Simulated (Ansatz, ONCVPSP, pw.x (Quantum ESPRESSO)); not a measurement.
# Equation-of-state test of one ONCV potential (nitrogen)

```
Element                 : nitrogen (N)
Generator               : ONCVPSP 4.0.1.1 (patched build)
Type                    : optimised norm-conserving Vanderbilt (ONCV)
Functional              : PBE
Relativity              : scalar-relativistic
Frozen core             : [He]
Valence charge          : 5
Reference configuration : 2s2 2p3
Partial waves           : 2s: rc 0.75 bohr, ncon 3, nbas 7, qcut 8.9 1/bohr, 1 projector; 2p: rc 1.80 bohr, ncon 4, nbas 8, qcut 8.2 1/bohr, 2 projectors, debl 1.6 Ha; d scattering state at 0.19 Ha: rc 1.80 bohr, ncon 4, nbas 7, qcut 5.6 1/bohr, 2 projectors, debl 2.7 Ha
Local potential         : polynomial inside 0.60 bohr (lpopt 5, dvloc0 6 Ha)
Core correction         : none
```

Crystal test: fcc N in pw.x 7.5, no spin, 18³ k-points, Fermi–Dirac smearing 0.01 Ry, cutoffs 90/360 Ry. The reference is all-electron LAPW (Ansatz 0.2.0) with the same functional, mesh and smearing; V0 and B0 come from Birch–Murnaghan fits to the pressures at five volumes. Errors are pseudo minus all-electron; Δ is the rms difference of the E(V) curves that follow from these fits, minima aligned, over ±6 % about the mean V0. Mesh and smearing are coarse, so the numbers serve the comparison and aren't converged zero-temperature values; the lattice is a test structure that the element need not adopt. Spin polarisation is left out.

All-electron: a0 = 3.123 Å (V0 = 7.61 Å³/atom), B0 = 177.0 GPa.

Task: How far does the potential miss the all-electron equation of state?

Result: mean pressure error (GPa): -0.22; a0 (Å): 3.122; a0 error (%): -0.04; B0 error (%): -0.1; Δ (meV/atom): 0.4. Atomic configuration tests: 1 of 4 tests not solved or not reliable.

```json
{"V (Å³/atom)": "7.222", "P all-electron (GPa)": "10.44", "P pseudo (GPa)": "10.16"}
{"V (Å³/atom)": "7.412", "P all-electron (GPa)": "5.03", "P pseudo (GPa)": "4.79"}
{"V (Å³/atom)": "7.602", "P all-electron (GPa)": "0.28", "P pseudo (GPa)": "0.06"}
{"V (Å³/atom)": "7.792", "P all-electron (GPa)": "-3.90", "P pseudo (GPa)": "-4.10"}
{"V (Å³/atom)": "7.982", "P all-electron (GPa)": "-7.58", "P pseudo (GPa)": "-7.75"}
```

Task: At the middle volume, how do free energy and pressure move when the wave cutoff is lowered (ecutrho kept at four times it)?

Result:

```tsv
cutoff (Ry)	shift of F (meV/atom)	shift of P (GPa)
40	+673.6	-45.12
54	+122.2	-11.66
72	+7.9	-1.47
```

Input at the middle volume:

```
&control
  calculation='scf', prefix='x', pseudo_dir='./', outdir='./tmp', tstress=.true., disk_io='none'
/
&system
  ibrav=0, nat=1, ntyp=1, ecutwfc=90, ecutrho=360, nbnd=9,
  occupations='smearing', smearing='fd', degauss=0.01
/
&electrons
  conv_thr=1e-09, mixing_beta=0.4, electron_maxstep=70
/
ATOMIC_SPECIES
N 1.0 N.UPF
CELL_PARAMETERS angstrom
  0.00000000 1.56062762 1.56062762
  1.56062762 0.00000000 1.56062762
  1.56062762 1.56062762 0.00000000
ATOMIC_POSITIONS crystal
N 0.0000 0.0000 0.0000
K_POINTS automatic
18 18 18 0 0 0
```

```bash
pw.x < N.scf.in > N.scf.out
```

Lines of the output:

```
Message from routine setup:
     using ibrav=0 with symmetry is DISCOURAGED, use correct ibrav instead
     lattice parameter (alat)  =       4.1707  a.u.
     unit-cell volume          =      51.3008 (a.u.)^3
     number of electrons       =         5.00
     number of Kohn-Sham states=            9
     kinetic-energy cutoff     =      90.0000  Ry
     charge density cutoff     =     360.0000  Ry
     scf convergence threshold =      1.0E-09
     Exchange-correlation= PBE
     number of k points=   195  Fermi-Dirac smearing, width (Ry)=  0.0100
     iteration #  1     ecut=    90.00 Ry     beta= 0.40
     total energy              =     -19.46288772 Ry
     estimated scf accuracy    <       0.00047475 Ry
     iteration #  2     ecut=    90.00 Ry     beta= 0.40
     total energy              =     -19.46289115 Ry
     estimated scf accuracy    <       0.00010494 Ry
     iteration #  3     ecut=    90.00 Ry     beta= 0.40
     total energy              =     -19.46290583 Ry
     estimated scf accuracy    <       0.00000359 Ry
     iteration #  4     ecut=    90.00 Ry     beta= 0.40
     total energy              =     -19.46290612 Ry
     estimated scf accuracy    <          3.6E-09 Ry
     iteration #  5     ecut=    90.00 Ry     beta= 0.40
     total energy              =     -19.46290613 Ry
     estimated scf accuracy    <          1.1E-09 Ry
     iteration #  6     ecut=    90.00 Ry     beta= 0.40
     the Fermi energy is     8.2742 ev
!    total energy              =     -19.46290613 Ry
     estimated scf accuracy    <          6.1E-12 Ry
     smearing contrib. (-TS)   =      -0.00318529 Ry
     The total energy is F=E-TS. E is the sum of the following terms:
     one-electron contribution =       2.95500071 Ry
     hartree contribution      =       1.68532110 Ry
     xc contribution           =      -4.66711952 Ry
     ewald contribution        =     -19.43292312 Ry
     convergence has been achieved in   6 iterations
          total   stress  (Ry/bohr**3)                   (kbar)     P=        0.60
     Message from routine punch:
     Nothing written, as per user request (disk_io='none')
```

The run at the middle volume (195 k-points, 6 iterations) took about 13 s on one core of a shared host (Intel(R) Xeon(R) Processor @ 2.60GHz, 24 threads, 31 GiB, load 6).
